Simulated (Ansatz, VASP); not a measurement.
**SiNi2: VASP beside Ansatz**

```
Ni Si
1.0
     3.83600    0.00000    0.00000
    -1.91800    3.32207    0.00000
     0.00000    0.00000    4.94800
Ni Si
4 2
Cartesian
  1.9180 1.1074 3.7110
  0.0000 2.2147 1.2370
  0.0000 0.0000 2.4740
  0.0000 0.0000 0.0000
  1.9180 1.1074 1.2370
  0.0000 2.2147 3.7110
```

Alike in both runs: task relaxation of cell and atoms; functional PBEsol; dispersion D3(BJ); k mesh 6 × 6 × 5; occupations fermi-dirac, width 0.05 eV; collinear spin, ferromagnetic start.

```csv
,VASP,Ansatz
version,VASP 6.6.1,Ansatz 0.2.0
potentials or method,"VASP PAW PBE potentials, release 64 (Ni, Si)",Ansatz PAW
plane-wave cutoff (eV),600,420
valence electrons in the cell,48,80
```

Ansatz gave:

| Property | Result |
| --- | --- |
| gap on the k mesh at the Fermi level, each at its own relaxed structure (eV) | none |
| net moment per atom (μB) | 0.00 |
| relaxed volume (Å³/atom) | 10.30 |
| relaxed cell length with the largest relative difference (Å) | 4.857 |
| energy change over the relaxation (meV/atom) | -5 |

Task: Which values does VASP return?

Result: gap on the k mesh at the Fermi level, each at its own relaxed structure (eV): none; net moment per atom (μB): 0.00; relaxed volume (Å³/atom): 10.30; relaxed cell length with the largest relative difference (Å): 4.853; energy change over the relaxation (meV/atom): -5.

A gap of «none» marks a metal or a gap that the smearing closes. The two sets of potentials don't hold the same shells in valence.

Caveats: pairwise dispersion overbinds metals, which lowers pressure and volume; the PAW data sets were made with another functional, which shifts forces and pressure a little (VASP); the plane-wave basis is chosen anew once the cell has moved, so the energies of steps on either side of that aren't comparable (Ansatz); the PAW data sets come from PBE, with cores solved anew for the run's functional, which leaves a small shift of forces and pressure (Ansatz); the starting moments weren't kept (Ansatz).
